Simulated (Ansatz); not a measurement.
## SnO₂: a vibration from a frozen displacement

Level of theory: DFT LDA, scalar-relativistic, plane waves, PAW (Ansatz 0.2.0). Cutoff 420 eV, Γ-centred 6×6×6 k-points, Gaussian smearing of 0.05 eV. No spin polarisation. Energies are free energies at this smearing, counted from the undisturbed cell; pressure is positive in compression.

Reference structure (relaxed at this level; this form isn't the usual structure):

```
CELL_PARAMETERS angstrom
-3.20783 -1.85204 4.08138
3.20783 -1.85204 4.08138
0.00000 3.70408 4.08138
ATOMIC_POSITIONS crystal
Sn 0.50000 0.50000 0.50000
Sn 0.00000 0.00000 0.50000
Sn 0.00000 0.50000 0.00000
Sn 0.50000 0.00000 0.00000
O 0.24519 0.24519 0.24519
O 0.74519 0.74519 0.24519
O 0.74519 0.24519 0.74519
O 0.24519 0.74519 0.74519
O 0.75481 0.75481 0.75481
O 0.25481 0.25481 0.75481
O 0.25481 0.75481 0.25481
O 0.75481 0.25481 0.25481
```

The cell holds layers and no dispersion correction was added, so their binding is poorly described.

Atom 5 (O) is moved by x along the Cartesian unit vector (0.000, 0.000, 1.000); the cell and all other atoms stay fixed. The cell's volume is 145.49 Å³; the moved atoms weigh 15.999 u together and the others 586.833 u.

| x (Å) | ΔE (meV/cell) | total force on the moved atoms along the move (eV/Å) | pressure (GPa) |
| --- | --- | --- | --- |
| -0.2000 | 226.24 | 2.2589 | 2.7018 |
| -0.1333 | 100.47 | 1.5100 | 1.7125 |
| -0.0667 | 25.08 | 0.7537 | 0.8076 |
| 0.0000 | 0.00 | -0.0001 | -0.0081 |
| 0.0333 | 6.20 | -0.3716 | -0.3803 |
| 0.0667 | 24.77 | -0.7393 | -0.7297 |
| 0.1000 | 55.41 | -1.0997 | -1.0537 |
| 0.1333 | 97.93 | -1.4528 | -1.3528 |
| 0.1667 | 152.25 | -1.7985 | -1.6284 |
| 0.2000 | 217.75 | -2.1338 | -1.8781 |

What frequency belongs to this motion?

The force constant is k = −dF/dx = 11.205 eV/Å², from the parabola through x = -0.0667, 0 and 0.0333. In every cell the moved atoms swing against the rest, so the mass is μ = m₁m₂/(m₁ + m₂) = 15.574 u, and ν̃ = 521.5 cm⁻¹ × √(|k|/μ) = 442 cm⁻¹. The pattern needn't be a normal mode: ν̃² is then a weighted mean of the squared nonzero frequencies at the zone centre of this cell, taken without macroscopic field, so it lies between the lowest and the highest of them.

How far does the harmonic law reach?

At x = -0.200 Å, kx²/2 = 224.09 meV against the computed 226.24 meV (+1.0 %): the well is still close to harmonic there.

Cost: 10 runs of about 5 core-minutes in all, on Arm Neoverse V2 (shared hosts).